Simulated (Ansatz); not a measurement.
## Magnetic states of manganese, alpha-Mn (A12)

The calculation used Ansatz 0.2.0, DFT, LDA (PW92), plane waves (420 eV) with PAW, scalar-relativistic. The PAW files were generated under PBE, with cores re-solved for the functional.

Each start was relaxed and then solved on a dense mesh, with Fermi-Dirac smearing of 0.05 eV (0.1 eV in a metal without spin) extrapolated to zero. Rows within 2 meV/atom of each other tie.

(1) Where does each start end, and how do the energies compare? Starts: ferrimagnetic start B; ferrimagnetic start C; ferrimagnetic start A.

Results:

(1) 
```
                start                                                        ends  ΔE (meV/atom)  V (Å³/atom)
ferrimagnetic start C  ferrimagnetic, largest moment 0.97 μB in the atomic sphere            0.0        10.16
ferrimagnetic start B  ferrimagnetic, largest moment 0.97 μB in the atomic sphere            0.0        10.16
ferrimagnetic start A  ferrimagnetic, largest moment 0.97 μB in the atomic sphere            0.0        10.16
```
